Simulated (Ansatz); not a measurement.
The system is Co.

```xyz
2
Lattice="2.4874 0.0000 0.0000 -1.2437 2.1541 0.0000 0.0000 0.0000 4.0633" Properties=species:S:1:pos:R:3 pbc="T T T"
Co    0.0000    1.4361    3.0074
Co    1.2437    0.7180    1.0559
```

Program: Ansatz 0.2.0. Alike in all runs: task single point; level PBEsol; potentials or basis Ansatz PAW; spin collinear, ferromagnetic start; cell as given; cutoff (eV) 420; smearing fermi-dirac 0.05 eV.

**Question.** Order these runs on this cell by their pressure, lowest first.
A. fixed moment (μB) 2.0; k mesh 10 × 10 × 6
B. fixed moment (μB) 3.0; k mesh 10 × 10 × 6
C. k mesh 12 × 12 × 7
D. fixed moment (μB) 6.0; k mesh 10 × 10 × 6
E. fixed moment (μB) 1.0; k mesh 10 × 10 × 6

**Answer.** E (-20.0 GPa), A (-16.8 GPa), B (-11.4 GPa), C (-9.3 GPa), D (35.2 GPa).

Caveats: the PAW data sets come from PBE, with cores solved anew for the run's functional, which leaves a small shift of forces and pressure; the total moment is fixed, so each spin has its own Fermi level (some runs); the thresholds are loose for stress (some runs); a pressure of tens of GPa on the cell as given is suspect, and the run, the potentials or the cell itself is likely at fault (some runs).
